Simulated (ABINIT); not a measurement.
# CdS (Hawleyite) (F-43m) in ABINIT: notebook

The runs below take CdS (Hawleyite) through single point, with r2SCAN.

All numbers are computed with ABINIT 10.8.3 (patched build); they aren't measurements. Logs are shortened: lines on timing, memory, paths and dates and some standing lists are left out, and cuts for length are marked. The log counts tension as positive stress, the text compression.

## Step 1: The crystal as given

The structure is cubic, space group F-43m (No. 216). Conventional cell: a = 5.833 Å, b = 5.833 Å, c = 5.833 Å, α = 90.00°, β = 90.00°, γ = 90.00°. Cd (site symmetry -43m) has 4 S at 2.53 Å as nearest neighbours. Around S (site symmetry -43m) lie 4 Cd at 2.53 Å.

## Step 2: Single point, r2SCAN

Contents of run.abi:

```
pp_dirpath "./"
pseudos "Cd.GGA_PBE-ansatz.xml, S.GGA_PBE-ansatz.xml"

acell 7.7942771716 7.7942771716 7.7942771716
rprim
     0.0000000000     0.7071067812     0.7071067812
     0.7071067812     0.0000000000     0.7071067812
     0.7071067812     0.7071067812     0.0000000000
ntypat 2
znucl 48 16
natom 2
typat 1 2
xred
     0.0000000000     0.0000000000     0.0000000000
     0.7500000000     0.7500000000     0.7500000000

ecut 18.0
pawecutdg 36.0
pawovlp 30

kptopt 1
ngkpt 8 8 8
nshiftk 1
shiftk 0.0 0.0 0.0

ixc -497498
usekden 1
pawxcdev 0

nband 17
occopt 3
tsmear 0.00183747

nstep 100
tolvrs 1.0e-7

iomode 3
prtwf 0
prteig 0
prtebands 0
enunit 1
prtden 1
prtvha 1
prtvclmb 1
prtpot 1
```

Potentials or basis: Ansatz PAW PBE default generated set, frozen core.

Started as:

```
mpirun --bind-to none -np 4 abinit run.abi > log 2>&1
```

run.abo:

```text
[... set-up lines left out ...]
 ETOT  1  -159.31811702364    -1.593E+02 4.988E+00 6.603E+00
 ETOT  2  -159.62241752499    -3.043E-01 1.147E-02 6.965E+00
 ETOT  3  -159.61229375500     1.012E-02 3.463E-03 1.599E+00
 ETOT  4  -159.61148831527     8.054E-04 4.318E-04 3.039E-02
 ETOT  5  -159.61160140992    -1.131E-04 7.134E-04 1.292E-03
 ETOT  6  -159.61160586709    -4.457E-06 4.179E-05 3.699E-04
 ETOT  7  -159.61160739971    -1.533E-06 2.976E-04 6.699E-05
 ETOT  8  -159.61160738486     1.485E-08 1.861E-05 7.253E-06
 ETOT  9  -159.61160739047    -5.608E-09 3.673E-05 9.627E-07
 ETOT 10  -159.61160739085    -3.826E-10 1.358E-05 5.334E-08

 At SCF step   10       nres2   =  5.33E-08 < tolvrs=  1.00E-07 =>converged.

Result for kinetic energy density :

--------------------------------------------------------------------------------
 Total kinetic energy density [Ha/Bohr^3]
)     Maximum=    1.4678E+00  at reduced coord.    0.0222    0.0444    0.9111
)     Minimum=    7.4621E-04  at reduced coord.    0.2444    0.2444    0.2444
   Integrated=    2.2503E+01
--------------------------------------------------------------------------------

 Cartesian components of stress tensor (hartree/bohr^3)
  sigma(1 1)= -4.68889894E-05  sigma(3 2)=  0.00000000E+00
  sigma(2 2)= -4.68889894E-05  sigma(3 1)=  0.00000000E+00
  sigma(3 3)= -4.68889894E-05  sigma(2 1)=  0.00000000E+00

--- !ResultsGS
iteration_state: {dtset: 1, }
comment   : Summary of ground state results
lattice_vectors:
- [  0.0000000,   5.5113862,   5.5113862, ]
- [  5.5113862,   0.0000000,   5.5113862, ]
- [  5.5113862,   5.5113862,   0.0000000, ]
lattice_lengths: [   7.79428,    7.79428,    7.79428, ]
lattice_angles: [ 60.000,  60.000,  60.000, ] # degrees, (23, 13, 12)
lattice_volume:   3.3482088E+02
convergence: {deltae: -3.826E-10, res2:  5.334E-08, residm:  1.358E-05, diffor: null, }
etotal    :  -1.59611607E+02
entropy   :   0.00000000E+00
fermie    :   6.82838166E-02
cartesian_stress_tensor: # hartree/bohr^3
- [ -4.68889894E-05,   0.00000000E+00,   0.00000000E+00, ]
- [  0.00000000E+00,  -4.68889894E-05,   0.00000000E+00, ]
- [  0.00000000E+00,   0.00000000E+00,  -4.68889894E-05, ]
pressure_GPa:   1.3795E+00
xred      :
- [  0.0000E+00,   0.0000E+00,   0.0000E+00, Cd]
- [  7.5000E-01,   7.5000E-01,   7.5000E-01,  S]
cartesian_forces: # hartree/bohr
- [  1.52675134E-30,   1.52675134E-30,  -4.58025402E-30, ]
- [ -1.52675134E-30,  -1.52675134E-30,   4.58025402E-30, ]
force_length_stats: {min:   5.06366134E-30, max:   5.06366134E-30, mean:   5.06366134E-30, }
...

 Integrated electronic density in atomic spheres:
 ------------------------------------------------
 Atom  Sphere_radius  Integrated_density
    1        2.63806         18.75762055
    2        2.49066          5.40631701

================================================================================

 ----iterations are completed or convergence reached----

 Mean square residual over all n,k,spin=   31.177E-09; max=  13.582E-06
 reduced coordinates (array xred) for    2 atoms
       0.000000000000      0.000000000000      0.000000000000
       0.750000000000      0.750000000000      0.750000000000
 rms dE/dt=  2.3800E-29; max dE/dt=  3.3658E-29; dE/dt below (all hartree)
    1       0.000000000000      0.000000000000      0.000000000000
    2      -0.000000000000     -0.000000000000      0.000000000000

 cartesian coordinates (angstrom) at end:
    1      0.00000000000000     0.00000000000000     0.00000000000000
    2      4.37474999712710     4.37474999712710     4.37474999712710

 cartesian forces (hartree/bohr) at end:
    1      0.00000000000000     0.00000000000000    -0.00000000000000
    2     -0.00000000000000    -0.00000000000000     0.00000000000000
 frms,max,avg= 2.9235062E-30 4.5802540E-30   0.000E+00  0.000E+00  0.000E+00 h/b

 cartesian forces (eV/Angstrom) at end:
    1      0.00000000000000     0.00000000000000    -0.00000000000000
    2     -0.00000000000000    -0.00000000000000     0.00000000000000
 frms,max,avg= 1.5033274E-28 2.3552613E-28   0.000E+00  0.000E+00  0.000E+00 e/A
 length scales=  7.794277171600  7.794277171600  7.794277171600 bohr
              =  4.124553851874  4.124553851874  4.124553851874 angstroms
 Fermi (or HOMO) energy (eV) =   1.85810   Average Vxc (eV)=  -9.67748
 Eigenvalues (   eV  ) for nkpt=  29  k points:
 kpt#   1, nband= 17, wtk=  0.00195, kpt=  0.0000  0.0000  0.0000 (reduced coord)
-103.05856  -63.21963  -63.21963  -63.21963  -11.83917   -6.97194   -6.97194   -6.97194
  -6.46725   -6.46725    1.02290    1.02290    1.02290    2.61584    8.09146    8.09146
   8.09146
 prteigrs : prtvol=0 or 1, do not print more k-points.

--- !EnergyTerms
iteration_state     : {dtset: 1, }
comment             : Components of total free energy in Hartree
kinetic             :  2.25029211152616E+01
hartree             :  6.78298386758502E+01
xc                  : -9.56184491924080E+00
Ewald energy        : -9.94062292434348E+01
psp_core            :  5.36426337720416E+00
local_psp           : -1.52921565833744E+02
PAW spherical_terms :  6.58098874752633E+00
internal            : -1.59611628080578E+02
'-kT*entropy'       : -6.55450002434838E-11
total_energy        : -1.59611628080643E+02
total_energy_eV     : -4.34325366105225E+03
...

--- !EnergyTermsDC
iteration_state     : {dtset: 1, }
comment             : '"Double-counting" decomposition of free energy'
band_energy         : -2.49957249867561E+01
Ewald energy        : -9.94062292434348E+01
psp_core            :  5.36426337720416E+00
xc_dc               : -6.56762598145104E+01
PAW spherical_terms :  2.51023432767140E+01
internal            : -1.59611607390783E+02
'-kT*entropy'       : -6.55450002434838E-11
total_energy_dc     : -1.59611607390849E+02
total_energy_dc_eV  : -4.34325309805426E+03
...

--- !EnergyTermsWithPAWCore
iteration_state     : {dtset: 1, }
comment             : 'Components of total free energy, including PAW core contributions'
Total energy        : -5.83866748800255E+03
Total energy DC     : -5.83866746731276E+03
Total energy (eV)   : -1.58878236177889E+05
Total energy DC (eV): -1.58878235614891E+05
...

 Cartesian components of stress tensor (hartree/bohr^3)
  sigma(1 1)= -4.68889894E-05  sigma(3 2)=  0.00000000E+00
  sigma(2 2)= -4.68889894E-05  sigma(3 1)=  0.00000000E+00
  sigma(3 3)= -4.68889894E-05  sigma(2 1)=  0.00000000E+00

-Cartesian components of stress tensor (GPa)         [Pressure=  1.3795E+00 GPa]
- sigma(1 1)= -1.37952170E+00  sigma(3 2)=  0.00000000E+00
- sigma(2 2)= -1.37952170E+00  sigma(3 1)=  0.00000000E+00
- sigma(3 3)= -1.37952170E+00  sigma(2 1)=  0.00000000E+00

== END DATASET(S) ==============================================================
================================================================================

 -outvars: echo values of variables after computation  --------
            acell      7.7942771716E+00  7.7942771716E+00  7.7942771716E+00 Bohr
           etotal     -1.5961160739E+02
            fcart      1.5267513384E-30  1.5267513384E-30 -4.5802540152E-30
                      -1.5267513384E-30 -1.5267513384E-30  4.5802540152E-30
            rprim      0.0000000000E+00  7.0710678120E-01  7.0710678120E-01
                       7.0710678120E-01  0.0000000000E+00  7.0710678120E-01
                       7.0710678120E-01  7.0710678120E-01  0.0000000000E+00
           strten     -4.6888989389E-05 -4.6888989389E-05 -4.6888989389E-05
                       0.0000000000E+00  0.0000000000E+00  0.0000000000E+00
           xangst      0.0000000000E+00  0.0000000000E+00  0.0000000000E+00
                       4.3747499971E+00  4.3747499971E+00  4.3747499971E+00
             xred      0.0000000000E+00  0.0000000000E+00  0.0000000000E+00
                       7.5000000000E-01  7.5000000000E-01  7.5000000000E-01
 Calculation completed.
```

It took 45 s on 4 MPI ranks of Arm Neoverse V2, shared host; peak memory 1 GiB.

What came out:

| Item | Value |
| --- | --- |
| Free energy | -4343.2531 eV |
| Pressure | 1.4 GPa |
| Band gap on the k mesh | 1.59 eV, direct |

Levels at points of the mesh, in eV from the valence-band top:
| k point | band 10 | band 11 | band 12 | band 13 | band 14 | band 15 | band 16 | band 17 |
| --- | --- | --- | --- | --- | --- | --- | --- | --- |
| (0.00, 0.00, 0.00) | -7.49 | 0.00 | 0.00 | 0.00 | 1.59 | 7.07 | 7.07 | 7.07 |
| (0.50, 0.00, 0.00) | -7.10 | -4.45 | -0.76 | -0.76 | 3.48 | 7.47 | 7.47 | 7.88 |
| (0.50, 0.50, 0.00) | -7.03 | -3.97 | -1.92 | -1.92 | 3.86 | 4.77 | 9.76 | 11.55 |

Caveat: totals of a meta-GGA on PAW files have another zero than those of a GGA; the PAW data sets were made with another functional, which shifts forces and pressure a little; the atomic spheres overlap. r2SCAN opens gaps a little over a GGA but as a rule still falls short of measured ones.

## Step 3: Single point, r2SCAN

Edit run.abi of step 2 so:

```diff
@@ -1,3 +1,3 @@
 pp_dirpath "./"
-pseudos "Cd.GGA_PBE-ansatz.xml, S.GGA_PBE-ansatz.xml"
+pseudos "Cd.GGA_PBE-JTH.xml, S.GGA_PBE-JTH.xml"
 
@@ -16,5 +16,4 @@
 
-ecut 18.0
-pawecutdg 36.0
-pawovlp 30
+ecut 26.0
+pawecutdg 48.0
 
@@ -29,3 +28,3 @@
 
-nband 17
+nband 13
 occopt 3
```

Potentials or basis: JTH PAW PBE v2.0.

Started as:

```
mpirun --bind-to none -np 4 abinit run.abi > log 2>&1
```

Wall time 45 s (4 MPI ranks of Arm Neoverse V2, shared host); peak memory 0.6 GiB.

The run converged. Its results:

- Free energy: -1007.2039 eV
- Pressure: 1.3 GPa
- Band gap on the k mesh: 1.56 eV, direct
- Valence electrons inside the program's atomic spheres: Cd 10.45; S 3.58

Levels at points of the mesh, in eV from the valence-band top:
```
           k point  band 5  band 6  band 7  band 8  band 9  band 10  band 11  band 12  band 13
(0.00, 0.00, 0.00)   -7.47   -7.47    0.00    0.00    0.00     1.56     7.06     7.06     7.06
(0.50, 0.00, 0.00)   -7.43   -7.08   -4.47   -0.77   -0.77     3.46     7.47     7.47     7.87
(0.50, 0.50, 0.00)   -7.38   -7.02   -3.98   -1.93   -1.93     3.85     4.75     9.52    10.65
```

Caveat: totals of a meta-GGA on PAW files have another zero than those of a GGA; the PAW data sets were made with another functional, which shifts forces and pressure a little. r2SCAN opens gaps a little over a GGA but as a rule still falls short of measured ones.
